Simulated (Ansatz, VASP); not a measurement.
One calculation of WSe2, two programs

```
CELL_PARAMETERS angstrom
-3.27115 0.00000 0.00000
-1.63558 -2.83290 0.00000
0.00000 0.00000 13.07067
ATOMIC_POSITIONS crystal
W 0.33333 0.33333 0.75861
W 0.66667 0.66667 0.25287
Se 0.33333 0.33333 0.12480
Se 0.66667 0.66667 0.63054
Se 0.33333 0.33333 0.38094
Se 0.66667 0.66667 0.88667
```

Alike in both runs: task single point; functional PBEsol; k mesh 9 × 9 × 2; occupations gaussian, width 0.05 eV; no spin polarisation.

|  | VASP | Ansatz |
| --- | --- | --- |
| version | VASP 6.6.1 | Ansatz 0.2.0 |
| potentials or method | VASP PAW PBE potentials, release 64 (W_sv, Se) | scalar-relativistic, plane waves, PAW |
| plane-wave cutoff (eV) | 520 | 420 |
| valence electrons in the cell | 52 | 92 |

Ansatz gave:

| Property | Result |
| --- | --- |
| gap on the k mesh at the Fermi level (eV) | 1.08 |
| least direct gap on the mesh (eV) | 1.58 |
| pressure (GPa) | 0.1 |
| largest component of the traceless stress (GPa) | 0.18 |
| rms of the force components (eV/Å) | 0.010 |

**Question.** What did VASP give for the same quantities?

**Answer.** gap on the k mesh at the Fermi level (eV): 1.07; least direct gap on the mesh (eV): 1.58; pressure (GPa): 0.6; largest component of the traceless stress (GPa): 0.29; rms of the force components (eV/Å): 0.025.

Atom by atom the forces differ by 0.029 eV/Å (rms over components). With one functional, cell and mesh, what is left measures potentials, basis and numerics. The two sets of potentials don't hold the same shells in valence.

Caveats: the PAW data sets were made with another functional, which shifts forces and pressure a little (VASP); spin-orbit coupling is left out, which moves the levels of the heavy elements; an odd mesh through Γ misses points on the zone boundary, where band edges often lie; this functional lacks dispersion, which binds the layers, so the pressure and a relaxed spacing across them are unreliable.
